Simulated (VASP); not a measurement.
# BaO (Fm-3m) in VASP: notebook

Runs on BaO. Level: PBE. Tasks: relaxation of cell and atoms, electrostatic potential.

Program: VASP 6.6.1. These are calculated values, not measurements. Logs are shortened: lines on timing, memory, paths and dates and some standing lists are left out, and cuts for length are marked.

### 1 The structure

The structure is cubic, space group Fm-3m (No. 225). Conventional cell: a = 5.520 Å, b = 5.520 Å, c = 5.520 Å, α = 90.00°, β = 90.00°, γ = 90.00°. Around Ba (site symmetry m-3m) lie 6 O at 2.76 Å. O (site symmetry m-3m) has 6 Ba at 2.76 Å as nearest neighbours.

The cell was built by a generator and needn't be a form met in nature.

### 2 Relaxation of cell and atoms, PBE

INCAR reads:

```
SYSTEM = BaO
ALGO     = Fast           ! electronic algorithm
EDIFF    = 1E-7           ! SCF threshold, eV
EDIFFG   = -0.005         ! ionic threshold
ENCUT    = 600            ! plane-wave cutoff, eV
GGA      = PE             ! functional
IBRION   = 2              ! ionic algorithm
ISIF     = 3              ! what is computed and relaxed
ISMEAR   = 0              ! smearing method
KPAR     = 4            
LASPH    = .True.         ! aspherical terms in the spheres
LCHARG   = .False.        ! write CHGCAR
LREAL    = .False.        ! projectors in reciprocal space
LWAVE    = .False.        ! write WAVECAR
NELM     = 120            ! most SCF steps
NSW      = 60             ! ionic steps
PREC     = Accurate       ! precision mode
SIGMA    = 0.02           ! smearing width, eV
```

KPOINTS reads:

```
k-points
0
Gamma
  8 8 8
  0 0 0
```

POSCAR reads:

```
BaO
1.0
    0.0000000000      2.7600000000      2.7600000000
    2.7600000000      0.0000000000      2.7600000000
    2.7600000000      2.7600000000      0.0000000000
Ba O
1 1
Direct
    0.0000000000      0.0000000000      0.0000000000
    0.5000000000      0.5000000000      0.5000000000
```

Potentials or basis: VASP PAW PBE potentials, release 64 (Ba_sv, O).

Command:

```sh
$ cat potpaw_PBE.64/Ba_sv/POTCAR potpaw_PBE.64/O/POTCAR > POTCAR
$ mpirun -np 4 vasp_std > vasp.out
```

OUTCAR:

```text
SYSTEM = BaO
   EDIFF = 1E-7
   EDIFFG = -0.005
   ENCUT = 600
   GGA = PE
   IBRION = 2
   ISIF = 3
   ISMEAR = 0
   LASPH = .True.
   LREAL = .False.
   NELM = 120
   NSW = 60
   PREC = Accurate

 ion  position               nearest neighbor table
   1  0.000  0.000  0.000-   2 2.76   2 2.76   2 2.76   2 2.76   2 2.76   2 2.76
   2  0.500  0.500  0.500-   1 2.76   1 2.76   1 2.76   1 2.76   1 2.76   1 2.76

  LATTYP: Found a face centered cubic cell.
 ALAT       =     5.5200000000

  Lattice vectors:

 A1 = (   0.0000000000,   2.7600000000,   2.7600000000)
 A2 = (   2.7600000000,   0.0000000000,   2.7600000000)
 A3 = (   2.7600000000,   2.7600000000,   0.0000000000)

Analysis of symmetry for initial positions (statically):
=====================================================================
 Subroutine PRICEL returns:
 Original cell was already a primitive cell.

 Routine SETGRP: Setting up the symmetry group for a
 face centered cubic supercell.

 Subroutine GETGRP returns: Found 48 space group operations
 (whereof 48 operations were pure point group operations)
 out of a pool of 48 trial point group operations.

The static configuration has the point symmetry O_h .

Analysis of symmetry for dynamics (positions and initial velocities):
=====================================================================
 Subroutine PRICEL returns:
 Original cell was already a primitive cell.

 Routine SETGRP: Setting up the symmetry group for a
 face centered cubic supercell.

 Subroutine GETGRP returns: Found 48 space group operations
 (whereof 48 operations were pure point group operations)
 out of a pool of 48 trial point group operations.

The dynamic configuration has the point symmetry O_h .

 Subroutine INISYM returns: Found 48 space group operations
 (whereof 48 operations are pure point group operations),
 and found     1 'primitive' translations

----------------------------------------------------------------------------------------

                                     Primitive cell

  volume of cell :      42.0492

  direct lattice vectors                    reciprocal lattice vectors
     0.000000000  2.760000000  2.760000000    -0.181159420  0.181159420  0.181159420
     2.760000000  0.000000000  2.760000000     0.181159420 -0.181159420  0.181159420
     2.760000000  2.760000000  0.000000000     0.181159420  0.181159420 -0.181159420

  length of vectors
     3.903229432  3.903229432  3.903229432     0.313777320  0.313777320  0.313777320

  position of ions in fractional coordinates (direct lattice)
     0.000000000  0.000000000  0.000000000
     0.500000000  0.500000000  0.500000000

  ion indices of the primitive-cell ions
[... 101 lines left out ...]
   LHFCALC =     F    Hartree Fock is set to
   AEXX    =    0.0000 exact exchange contribution
   IVDW    =     0    specifies the selected vdW correction
   LEPSILON=     F    determine dielectric tensor
   LRPA    =     F    only Hartree local field effects (RPA)
 conjugate gradient relaxation of ions
 non-spin polarized calculation
 RMM-DIIS sequential band-by-band and
 Gauss-broadening in eV      SIGMA  =   0.02
  energy-cutoff  :      600.00
  volume of cell :       42.05
 maximum number of plane-waves:      1424
   NGX = 15   NGY = 15   NGZ = 15

--------------------------------------- Ionic step        1  -------------------------------------------

 number of electron      15.9999998 magnetization

 Free energy of the ion-electron system (eV)
  ---------------------------------------------------
  ext. energy  EPLUGINS =         0.00000000
  ---------------------------------------------------
  free energy    TOTEN  =       -11.78487226 eV

  energy without entropy =      -11.78487226  energy(sigma->0) =      -11.78487226

------------------------ aborting loop because EDIFF is reached ----------------------------------------

  FORCE on cell =-STRESS in cart. coord.  units (eV):
  Direction    XX          YY          ZZ          XY          YZ          ZX
  --------------------------------------------------------------------------------------
  -------------------------------------------------------------------------------------
  Total        1.0078856      1.0078856      1.0078856      0.0000000     -0.0000000     -0.0000000
  in kB       38.4029497     38.4029497     38.4029497      0.0000000     -0.0000000     -0.0000000
  external PRESSURE =      38.4029497 kB  Pullay stress =       0.0000000 kB
[... 59 lines left out ...]
--------------------------------------- Ionic step        3  -------------------------------------------

 number of electron      16.0000004 magnetization

 Free energy of the ion-electron system (eV)
  ---------------------------------------------------
  ext. energy  EPLUGINS =         0.00000000
  ---------------------------------------------------
  free energy    TOTEN  =       -11.80965704 eV

  energy without entropy =      -11.80965704  energy(sigma->0) =      -11.80965704

 E-fermi :   1.7498     XC(G=0):  -9.4366

 val. band max:        1.6048444927   @ k =   0.5000   0.5000   0.0000
 cond. band min:       3.7073690617   @ k =   0.5000   0.5000   0.0000
 fundamental gap:      2.1025245690
 Fermi energy:         1.7498370010

 k-point     1 :       0.0000    0.0000    0.0000
  band No.  band energies     occupation
      1     -24.3127      2.00000
      2     -13.2949      2.00000
      3      -8.8982      2.00000
      4      -8.8982      2.00000
      5      -8.8982      2.00000
      6       1.3630      2.00000
      7       1.3630      2.00000
      8       1.3630      2.00000
      9       4.9846      0.00000
     10       6.3060      0.00000
     11       6.3060      0.00000
     12       6.3060      0.00000
[... 331 lines left out ...]
 k-point    24 :      -0.3750    0.2500    0.1250
  band No.  band energies     occupation
      1     -24.0662      2.00000
      2     -13.7760      2.00000
      3      -9.4533      2.00000
      4      -9.4482      2.00000
      5      -9.0040      2.00000
      6       0.2195      2.00000
      7       0.7749      2.00000
      8       0.8465      2.00000
      9       6.4296      0.00000
     10       7.0203      0.00000
     11       9.2269      0.00000
     12       9.3202      0.00000

 [... further k-points ...]

------------------------ aborting loop because EDIFF is reached ----------------------------------------

  FORCE on cell =-STRESS in cart. coord.  units (eV):
  Direction    XX          YY          ZZ          XY          YZ          ZX
  --------------------------------------------------------------------------------------
  -------------------------------------------------------------------------------------
  Total       -0.0007098     -0.0007098     -0.0007098      0.0000000     -0.0000000     -0.0000000
  in kB       -0.0257212     -0.0257212     -0.0257212      0.0000000     -0.0000000     -0.0000000
  external PRESSURE =      -0.0257212 kB  Pullay stress =       0.0000000 kB
[... 17 lines left out ...]
  FREE ENERGIE OF THE ION-ELECTRON SYSTEM (eV)
  ---------------------------------------------------
  free  energy   TOTEN  =       -11.8096570423 eV

  energy  without entropy=      -11.8096570423  energy(sigma->0) =      -11.80965704

 reached required accuracy - stopping structural energy minimisation
```

Wall time 21 s (4 MPI ranks of Intel Xeon 6975P-C (Granite Rapids), shared host); peak memory 0.18 GiB.

What came out:

```
Free energy                            : -11.8097 eV
Relaxed volume                         : 22.11 Å³/atom
Relaxed cell                           : a = 3.969 Å, b = 3.969 Å, c = 3.969 Å, α = 60.00°, β = 60.00°, γ = 60.00°
Space group after relaxing (to 0.05 Å) : Fm-3m (No. 225)
Energy gained by relaxing              : 12.4 meV/atom
Ionic steps                            : 3
Pressure after relaxing                : 0.0 GPa
Band gap on the k mesh                 : 2.10 eV, direct
```

Step by step:
```csv
step,energy change (eV),largest force (eV/Å),pressure (GPa),volume (Å³)
1,0.0000,0.0000,3.84,42.05
2,-0.0204,0.0000,-1.40,45.19
3,-0.0248,0.0000,0.00,44.22
```

Final structure:
```
Ba O
1.0
     0.00000    2.80661    2.80661
     2.80661    0.00000    2.80661
     2.80661    2.80661    0.00000
Ba O
1 1
Direct
  0.00000 0.00000 0.00000
  0.50000 0.50000 0.50000
```

Levels at points of the mesh, in eV from the valence-band top:
| k point | band 4 | band 5 | band 6 | band 7 | band 8 | band 9 | band 10 | band 11 | band 12 |
| --- | --- | --- | --- | --- | --- | --- | --- | --- | --- |
| (0.00, 0.00, 0.00) | -10.50 | -10.50 | -0.24 | -0.24 | -0.24 | 3.38 | 4.70 | 4.70 | 4.70 |
| (0.50, 0.00, 0.00) | -10.61 | -10.61 | -1.84 | -1.30 | -1.30 | 4.88 | 7.04 | 7.04 | 7.97 |
| (0.50, 0.50, 0.00) | -11.02 | -11.02 | -0.10 | -0.10 | 0.00 | 2.10 | 5.82 | 8.71 | 9.15 |

Caveat: spin-orbit coupling is left out, which moves the levels of the heavy elements. Expect the measured gap to be larger: semilocal functionals such as PBE lack the derivative discontinuity.

### 3 Electrostatic potential, PBE

This run uses another cell than the first one, of 22.11 Å³/atom, 1.052 times its volume.

INCAR reads:

```
PREC = Accurate
ENCUT = 520
EDIFF = 1E-7
ISMEAR = 0
SIGMA = 0.02
LREAL = False
LASPH = True
NELM = 60
ALGO = Fast
ISIF = 2
LWAVE = False
LCHARG = True
GGA = PE
LVHAR = True
KPAR = 4
```

KPOINTS reads:

```
Automatic mesh
0
Gamma
  8 8 8
```

POSCAR reads:

```
BaO                                     
1.0
    0.0000000000      2.8066082545      2.8066082545
    2.8066082545     -0.0000000000      2.8066082545
    2.8066082545      2.8066082545     -0.0000000000
  Ba              O             
     1     1
Direct
     0.0000000000000000    0.0000000000000000    0.0000000000000000
     0.5000000000000000    0.5000000000000000    0.5000000000000000
```

Potentials or basis: VASP PAW PBE potentials, release 64 (Ba_sv, O).

Command:

```sh
$ cat potpaw_PBE.64/Ba_sv/POTCAR potpaw_PBE.64/O/POTCAR > POTCAR
$ mpirun -np 4 vasp_std > vasp.out
```

Run time: 9.3 s. Hardware: 4 MPI ranks of Intel Xeon 6975P-C (Granite Rapids), shared host; peak memory 0.16 GiB.

Results (log left out):

```yaml
Free_energy: -11.8097 eV
Pressure: 0.1 GPa
Band_gap_on_the_k_mesh: 2.10 eV, direct
```

Levels at points of the mesh, in eV from the valence-band top:
| k point | band 6 | band 7 | band 8 | band 9 | band 10 | band 11 |
| --- | --- | --- | --- | --- | --- | --- |
| (0.00, 0.00, 0.00) | -0.24 | -0.24 | -0.24 | 3.38 | 4.70 | 4.70 |
| (0.50, 0.00, 0.00) | -1.84 | -1.30 | -1.30 | 4.88 | 7.04 | 7.04 |
| (0.50, 0.50, 0.00) | -0.10 | -0.10 | 0.00 | 2.10 | 5.82 | 8.71 |

Caveat: spin-orbit coupling is left out, which moves the levels of the heavy elements. Expect the measured gap to be larger: semilocal functionals such as PBE lack the derivative discontinuity.

### 4 Electrostatic potential, PBE, non-collinear spin, zero start, spin-orbit coupling

This run uses another cell than the first one, of 22.11 Å³/atom, 1.052 times its volume.

Changes to INCAR since step 3:

```diff
@@ -12,2 +12,6 @@
 LCHARG = True
+MAGMOM = 0 0 0 0 0 0
+LORBIT = 11
+LSORBIT = True
+GGA_COMPAT = False
 GGA = PE
```

KPOINTS is that of step 3.

POSCAR is that of step 3.

Command:

```sh
$ cat potpaw_PBE.64/Ba_sv/POTCAR potpaw_PBE.64/O/POTCAR > POTCAR
$ mpirun -np 4 vasp_ncl > vasp.out
```

Wall time 35 s (4 MPI ranks of Intel Xeon 6975P-C (Granite Rapids), shared host); peak memory 0.3 GiB.

The run converged. Its results:

```yaml
Free_energy: -12.0047 eV
Pressure: 0.0 GPa
Net_moment: 0.00 μB per cell
Valence_electrons_inside_the_program's_atomic_spheres: Ba 7.95; O 4.92
```

Moments on the atoms (μB; x, y, z):
```
Ba  0.00 0.00 0.00
O   0.00 0.00 0.00
```

### 5 Overview

```csv
task,spin,cell,cutoff (eV),gap on the mesh (eV),pressure (GPa)
relaxation of cell and atoms,off,relaxed,600,2.10,0.0
electrostatic potential,off,"Fm-3m, 22.11 Å³/atom",520,2.10,0.1
electrostatic potential,"non-collinear, zero start, SOC","Fm-3m, 22.11 Å³/atom",520,-,0.0
```

Alike in all rows: level PBE; potentials or basis VASP PAW PBE potentials, release 64 (Ba_sv, O); k mesh 8 × 8 × 8; smearing gaussian 0.02 eV.

Caveats: spin-orbit coupling is left out, which moves the levels of the heavy elements (some runs).

Absolute energies hang on the potentials; compare differences alone.
